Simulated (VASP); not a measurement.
# SiC (P6_3mc) in VASP: further runs

The runs below take SiC through relaxation of cell and atoms, with PBE.

Everything below comes from runs of VASP 6.6.1. Logs are shortened: lines on timing, memory, paths and dates and some standing lists are left out, and cuts for length are marked.

## (1) Starting point

It takes space group P6_3mc (No. 186, hexagonal). The conventional cell has a = 3.076 Å, b = 3.076 Å, c = 5.048 Å, α = 90.00°, β = 90.00°, γ = 120.00°. Si (site symmetry 3m) has 4 C at 1.87 to 1.94 Å as nearest neighbours. C (site symmetry 3m) has 4 Si at 1.87 to 1.94 Å as nearest neighbours.

## (2) Relaxation of cell and atoms, PBE

INCAR

```
SYSTEM = SiC
ALGO = Fast ; EDIFF = 1E-7
EDIFFG = -0.002 ; ENCUT = 900
GGA = PE ; IBRION = 2
ISIF = 3 ; ISMEAR = 0
LASPH = .TRUE. ; LCHARG = .FALSE.
LREAL = .FALSE. ; LWAVE = .FALSE.
NELM = 60 ; NSW = 80
PREC = Accurate ; SIGMA = 0.02
```

KPOINTS

```
k-points
0
G
  12 12 6
  0 0 0
```

POSCAR

```
SiC
1.0
    3.0760000000      0.0000000000      0.0000000000
   -1.5380000000      2.6638941400      0.0000000000
    0.0000000000      0.0000000000      5.0480000000
Si C
2 2
Direct
    0.3333333300      0.6666666700      0.0000000000
    0.6666666700      0.3333333300      0.5000000000
    0.3333333300      0.6666666700      0.3850000000
    0.6666666700      0.3333333300      0.8850000000
```

Potentials or basis: VASP PAW PBE potentials, release 64 (Si, C_h).

Command:

```
$ cat potpaw_PBE.64/Si/POTCAR potpaw_PBE.64/C_h/POTCAR > POTCAR
$ mpirun -np 1 vasp_std > vasp.out
```

OUTCAR:

```text
SYSTEM = SiC
   EDIFF = 1E-7
   EDIFFG = -0.002
   ENCUT = 900
   GGA = PE
   IBRION = 2
   ISIF = 3
   ISMEAR = 0
   LASPH = .TRUE.
   LREAL = .FALSE.
   NELM = 60
   NSW = 80
   PREC = Accurate

 ion  position               nearest neighbor table
   1  0.333  0.667  0.000-   4 1.87   4 1.87   4 1.87   3 1.94   2 3.09   2 3.09   2 3.09   2 3.09
                             2 3.09   2 3.09
   2  0.667  0.333  0.500-   3 1.87   3 1.87   3 1.87   4 1.94   1 3.09   1 3.09   1 3.09   1 3.09
                             1 3.09   1 3.09
   3  0.333  0.667  0.385-   2 1.87   2 1.87   2 1.87   1 1.94
   4  0.667  0.333  0.885-   1 1.87   1 1.87   1 1.87   2 1.94

  LATTYP: Found a hexagonal cell.
 ALAT       =     3.0760000000
 C/A-ratio  =     1.6410923277

  Lattice vectors:

 A1 = (   3.0760000000,   0.0000000000,   0.0000000000)
 A2 = (  -1.5380000000,   2.6638941400,   0.0000000000)
 A3 = (   0.0000000000,   0.0000000000,   5.0480000000)

Analysis of symmetry for initial positions (statically):
=====================================================================
 Subroutine PRICEL returns:
 Original cell was already a primitive cell.

 Routine SETGRP: Setting up the symmetry group for a
 hexagonal supercell.

 Subroutine GETGRP returns: Found 12 space group operations
 (whereof  6 operations were pure point group operations)
 out of a pool of 24 trial point group operations.

The static configuration has the point symmetry C_3v.
 The point group associated with its full space group is C_6v.

Analysis of symmetry for dynamics (positions and initial velocities):
=====================================================================
 Subroutine PRICEL returns:
 Original cell was already a primitive cell.

 Routine SETGRP: Setting up the symmetry group for a
 hexagonal supercell.

 Subroutine GETGRP returns: Found 12 space group operations
 (whereof  6 operations were pure point group operations)
 out of a pool of 24 trial point group operations.

The dynamic configuration has the point symmetry C_3v.
 The point group associated with its full space group is C_6v.

 Subroutine INISYM returns: Found 12 space group operations
 (whereof  6 operations are pure point group operations),
 and found     1 'primitive' translations

----------------------------------------------------------------------------------------

                                     Primitive cell

  volume of cell :      41.3640

  direct lattice vectors                    reciprocal lattice vectors
     3.076000000  0.000000000  0.000000000     0.325097529  0.187695146  0.000000000
    -1.538000000  2.663894140  0.000000000     0.000000000  0.375390292  0.000000000
     0.000000000  0.000000000  5.048000000     0.000000000  0.000000000  0.198098257

  length of vectors
     3.076000000  3.075999998  5.048000000     0.375390292  0.375390292  0.198098257

  position of ions in fractional coordinates (direct lattice)
     0.333333330  0.666666670  0.000000000
     0.666666670  0.333333330  0.500000000
     0.333333330  0.666666670  0.385000000
     0.666666670  0.333333330  0.885000000

  ion indices of the primitive-cell ions
   primitive index   ion index
                 1           1
                 2           2
                 3           3
                 4           4

----------------------------------------------------------------------------------------

 KPOINTS: k-points

Automatic generation of k-mesh.
 Grid dimensions read from file:
 generate k-points for:   12   12    6

 Generating k-lattice:

  Cartesian coordinates                     Fractional coordinates (reciprocal lattice)
     0.027091461  0.015641262  0.000000000     0.083333333  0.000000000  0.000000000
     0.000000000  0.031282524  0.000000000     0.000000000  0.083333333  0.000000000
     0.000000000  0.000000000  0.033016376     0.000000000  0.000000000  0.166666667

  Length of vectors
     0.031282524  0.031282524  0.033016376

  Shift w.r.t. Gamma in fractional coordinates (k-lattice)
     0.000000000  0.000000000  0.000000000

 Subroutine IBZKPT returns following result:
 ===========================================

 Found     76 irreducible k-points:

 Following reciprocal coordinates:
            Coordinates               Weight
  0.000000  0.000000  0.000000      1.000000
  0.083333 -0.000000  0.000000      6.000000
  0.166667 -0.000000  0.000000      6.000000
  0.250000  0.000000  0.000000      6.000000
  0.333333  0.000000  0.000000      6.000000
  0.416667 -0.000000  0.000000      6.000000
[... 16 lines left out ...]
  0.250000  0.000000  0.166667     12.000000
  0.333333  0.000000  0.166667     12.000000
 [... further k-points ...]
   k-points           NKPTS =     76   k-points in BZ     NKDIM =     76   number of bands    NBANDS=     12
   number of dos      NEDOS =    301   number of ions     NIONS =      4
   total plane-waves  NPLWV =  45000
   dimension x,y,z NGX =    30 NGY =   30 NGZ =   50
   dimension x,y,z NGXF=    60 NGYF=   60 NGZF=  100
   ions per type =               2   2
   NGX,Y,Z   is equivalent  to a cutoff of  16.21, 16.21, 16.47 a.u.
   NGXF,Y,Z  is equivalent  to a cutoff of  32.43, 32.43, 32.93 a.u.
 SYSTEM =  SiC
   PREC   = accura    normal or accurate (medium, high low for compatibility)
   ISTART =      0    job   : 0-new  1-cont  2-samecut
   ICHARG =      2    charge: 1-file 2-atom 10-const
   ISPIN  =      1    spin polarized calculation?
   LNONCOLLINEAR =      F non collinear calculations
   LSORBIT =      F    spin-orbit coupling
   LASPH  =      T    aspherical Exc in radial PAW
   ENCUT  =  900.0 eV  66.15 Ry    8.13 a.u.   7.52  7.52 12.35*2*pi/ulx,y,z
   NELM   =     60;   NELMIN=  2; NELMDL= -5     # of ELM steps
   EDIFF  = 0.1E-06   stopping-criterion for ELM
   LREAL  =      F    real-space projection
   EDIFFG = -.2E-02   stopping-criterion for IOM
   NSW    =     80    number of steps for IOM
   IBRION =      2    ionic relax: 0-MD 1-quasi-New 2-CG
   NFREE  =      1    steps in history (QN), initial steepest desc. (CG)
   ISIF   =      3    stress and relaxation
   ISYM   =      2    0-nonsym 1-usesym 2-fastsym
   POTIM  = 0.5000    time-step for ionic-motion
   TEBEG  =    0.0;   TEEND  =   0.0 temperature during run
   PSTRESS=    0.0 pullay stress
   NELECT =      16.0000    total number of electrons
   NUPDOWN=      -1.0000    fix difference up-down
   EMIN   =  10.00;   EMAX   =-10.00  energy-range for DOS
   EFERMI =   0.00;   METHOD = LEGACY
   ISMEAR =     0;   SIGMA  =   0.02  broadening in eV -4-tet -1-fermi 0-gaus
   EFERMI_NEDOS =   21; number of points for ismear=-14 and -15
   IALGO  =     68    algorithm
   IMIX   =      4    mixing-type and parameters
     AMIX     =   0.40;   BMIX     =  1.00
     AMIX_MAG =   1.60;   BMIX_MAG =  1.00
  volume/ion in A,a.u.               =      10.34        69.78
  Fermi-wavevector in a.u.,A,eV,Ry     =   1.192817  2.254098 19.358549  1.422813
  Thomas-Fermi vector in A             =   2.328847
   LORBIT       =      0    0 simple, 1 ext, 2 COOP (PROOUT), +10 PAW based schemes
   GGA     = PE    functional components
   LHFCALC =     F    Hartree Fock is set to
   AEXX    =    0.0000 exact exchange contribution
   IVDW    =     0    specifies the selected vdW correction
   LEPSILON=     F    determine dielectric tensor
   LRPA    =     F    only Hartree local field effects (RPA)
 conjugate gradient relaxation of ions
 non-spin polarized calculation
 RMM-DIIS sequential band-by-band and
 Gauss-broadening in eV      SIGMA  =   0.02
  energy-cutoff  :      900.00
  volume of cell :       41.36
 maximum number of plane-waves:      2567
   NGX = 15   NGY = 15   NGZ = 25

--------------------------------------- Ionic step        1  -------------------------------------------

 number of electron      16.0000000 magnetization

 Free energy of the ion-electron system (eV)
  ---------------------------------------------------
  ext. energy  EPLUGINS =         0.00000000
  ---------------------------------------------------
  free energy    TOTEN  =       -30.08383263 eV

  energy without entropy =      -30.08383263  energy(sigma->0) =      -30.08383263

------------------------ aborting loop because EDIFF is reached ----------------------------------------

  FORCE on cell =-STRESS in cart. coord.  units (eV):
  Direction    XX          YY          ZZ          XY          YZ          ZX
  --------------------------------------------------------------------------------------
  -------------------------------------------------------------------------------------
  Total        1.3051792      1.3051792      0.0582799      0.0000000      0.0000000      0.0000000
  in kB       50.5542988     50.5542987      2.2573900      0.0000000      0.0000000      0.0000000
  external PRESSURE =      34.4553292 kB  Pullay stress =       0.0000000 kB
[... 213 lines left out ...]
  energy  without entropy=      -30.1257793515  energy(sigma->0) =      -30.12577935

--------------------------------------- Ionic step        7  -------------------------------------------

 number of electron      16.0000000 magnetization

 Free energy of the ion-electron system (eV)
  ---------------------------------------------------
  ext. energy  EPLUGINS =         0.00000000
  ---------------------------------------------------
  free energy    TOTEN  =       -30.12579062 eV

  energy without entropy =      -30.12579062  energy(sigma->0) =      -30.12579062

 E-fermi :   8.5530     XC(G=0): -11.3218

 val. band max:        8.4240205404   @ k =   0.0000   0.0000   0.0000
 cond. band min:      10.7276530553   @ k =   0.3333   0.3333   0.0000
 fundamental gap:      2.3036325149
 Fermi energy:         8.5529752360

 k-point     1 :       0.0000    0.0000    0.0000
  band No.  band energies     occupation
      1      -7.0292      2.00000
      2      -3.5158      2.00000
      3      -0.1902      2.00000
      4       7.1143      2.00000
      5       7.1143      2.00000
      6       8.3136      2.00000
      7       8.4240      2.00000
      8       8.4240      2.00000
      9      13.1104      0.00000
     10      14.4828      0.00000
     11      15.0079      0.00000
     12      15.0079      0.00000
[... 331 lines left out ...]
 k-point    24 :       0.3333    0.0000    0.1667
  band No.  band energies     occupation
      1      -5.0770      2.00000
      2      -2.5582      2.00000
      3       1.1388      2.00000
      4       2.8443      2.00000
      5       3.6687      2.00000
      6       5.6008      2.00000
      7       6.8339      2.00000
      8       7.3258      2.00000
      9      11.7793      0.00000
     10      12.8857      0.00000
     11      15.1626      0.00000
     12      16.1918      0.00000

 [... further k-points ...]

------------------------ aborting loop because EDIFF is reached ----------------------------------------

  FORCE on cell =-STRESS in cart. coord.  units (eV):
  Direction    XX          YY          ZZ          XY          YZ          ZX
  --------------------------------------------------------------------------------------
  -------------------------------------------------------------------------------------
  Total       -0.0000590     -0.0000590     -0.0003934      0.0000000      0.0000000      0.0000000
  in kB       -0.0022516     -0.0022516     -0.0150204      0.0000000      0.0000000      0.0000000
  external PRESSURE =      -0.0065079 kB  Pullay stress =       0.0000000 kB
[... 19 lines left out ...]
  FREE ENERGIE OF THE ION-ELECTRON SYSTEM (eV)
  ---------------------------------------------------
  free  energy   TOTEN  =       -30.1257906184 eV

  energy  without entropy=      -30.1257906184  energy(sigma->0) =      -30.12579062

 reached required accuracy - stopping structural energy minimisation
```

Wall time 2.2 min (1 thread of Intel Xeon 6975P-C (Granite Rapids), shared host); peak memory 0.25 GiB.

Results:

* Free energy: -30.1258 eV
* Relaxed volume: 10.49 Å³/atom
* Relaxed cell: a = 3.091 Å, b = 3.091 Å, c = 5.072 Å, α = 90.00°, β = 90.00°, γ = 120.00°
* Space group after relaxing (to 0.05 Å): P6_3mc (No. 186)
* Energy gained by relaxing: 10.5 meV/atom
* Ionic steps: 7
* Pressure after relaxing: 0.0 GPa
* Band gap on the k mesh: 2.30 eV, indirect (least direct gap 3.95 eV)

The path:
```
step  energy change (eV)  largest force (eV/Å)  pressure (GPa)  volume (Å³)
   1              0.0000                0.7525            3.45        41.36
   2             -0.0029                0.6275           -3.44        42.71
   3             -0.0388                0.0851           -0.48        42.05
   4             -0.0419                0.0280            0.09        41.94
   5             -0.0419                0.0131            0.02        41.96
   6             -0.0419                0.0121           -0.02        41.96
   7             -0.0420                0.0000            0.00        41.96
```

Final structure:
```yaml
crystal:
  lattice:
    - [3.09068, 0.00000, 0.00000]
    - [-1.54534, 2.67660, 0.00000]
    - [0.00000, 0.00000, 5.07230]
  atoms:
    - { symbol: Si, position: [0.33333, 0.66667, 0.00458] }
    - { symbol: Si, position: [0.66667, 0.33333, 0.50458] }
    - { symbol: C, position: [0.33333, 0.66667, 0.38042] }
    - { symbol: C, position: [0.66667, 0.33333, 0.88042] }
```

Caveat: the cutoff is under 1.25 times the usual one of these potentials, so pressure, stress and relaxed cells hold a basis-set (Pulay) error.

## (3) Relaxation of cell and atoms, PBE

This run uses another cell than the first one, of 10.49 Å³/atom, 1.014 times its volume.

INCAR is that of step 2.

KPOINTS is that of step 2.

POSCAR

```
SiC                                     
1.0
    3.0906760697      0.0000000000     -0.0000000000
   -1.5453380348      2.6766039892      0.0000000000
   -0.0000000000     -0.0000000000      5.0723006384
  Si              C             
     2     2
Direct
     0.3333333300000021    0.6666666699999979    0.0045820685350790
     0.6666666699999979    0.3333333300000021    0.5045820685350790
     0.3333333300000021    0.6666666699999979    0.3804179314649190
     0.6666666699999979    0.3333333300000021    0.8804179314649190
```

Potentials or basis: VASP PAW PBE potentials, release 64 (Si, C_h).

Command:

```
$ cat potpaw_PBE.64/Si/POTCAR potpaw_PBE.64/C_h/POTCAR > POTCAR
$ mpirun -np 1 vasp_std > vasp.out
```

It took 44 s on 1 thread of Intel Xeon 6975P-C (Granite Rapids), shared host; peak memory 0.24 GiB.

The run converged. Its results:

| Item | Value |
| --- | --- |
| Free energy | -30.1264 eV |
| Pressure after relaxing | 0.0 GPa |
| Band gap on the k mesh | 2.30 eV, indirect (least direct gap 3.95 eV) |

Final structure:
```
Si C
1.0
     3.09068    0.00000    0.00000
    -1.54534    2.67660    0.00000
     0.00000    0.00000    5.07230
Si C
2 2
Direct
  0.33333 0.66667 0.00458
  0.66667 0.33333 0.50458
  0.33333 0.66667 0.38042
  0.66667 0.33333 0.88042
```

Levels at points of the mesh, in eV from the valence-band top:
```
           k point  band 6  band 7  band 8  band 9  band 10  band 11
(0.00, 0.00, 0.00)   -0.11    0.00    0.00    4.69     6.06     6.58
(0.50, 0.00, 0.00)   -3.29   -3.24   -1.19    2.76     4.21     6.77
(0.00, 0.00, 0.50)   -0.71   -0.71   -0.71    5.78     5.78     7.28
(0.50, 0.00, 0.50)   -2.42   -2.31   -2.31    3.26     3.26     5.20
```

Caveat: the cutoff is under 1.25 times the usual one of these potentials, so pressure, stress and relaxed cells hold a basis-set (Pulay) error; the relaxation stopped at its first step, so nothing moved.
